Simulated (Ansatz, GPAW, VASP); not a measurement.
**Mg: 3 runs at one level of theory**

```
Mg
1.0
    -1.77276    1.77276    1.77276
     1.77276   -1.77276    1.77276
     1.77276    1.77276   -1.77276
Mg
1
Direct
  0.00000 0.00000 0.00000
```

This isn't the form of Mg at room conditions, which is hcp.

Alike in all runs: task single point; functional LDA; k mesh 11 × 11 × 11; occupations gaussian, width 0.02 eV; no spin polarisation; no spin-orbit coupling. LDA stands for any of its common fits. Pressure is positive in compression and, in plane waves, holds the error of the finite cutoff.

| program and potentials | plane-wave cutoff (eV) | notes | pressure (GPa) |
| --- | --- | --- | --- |
| GPAW, the program's PAW data sets (release 1.2.1) made for this functional | 800 | 10 valence electrons an atom on average | ? |
| VASP, LDA PAW files Mg, release 54, 520 eV | 520 | 2 valence electrons an atom on average | -1.64 |
| Ansatz, all-electron LAPW, scalar-relativistic | - | - | -1.28 |

**Question.** Estimate from the other rows what the run with GPAW, the program's PAW data sets (release 1.2.1) made for this functional gave.

**Answer.** Pressure -1.32 GPa. The other rows, which needn't bracket it: pressure -1.64 to -1.28.
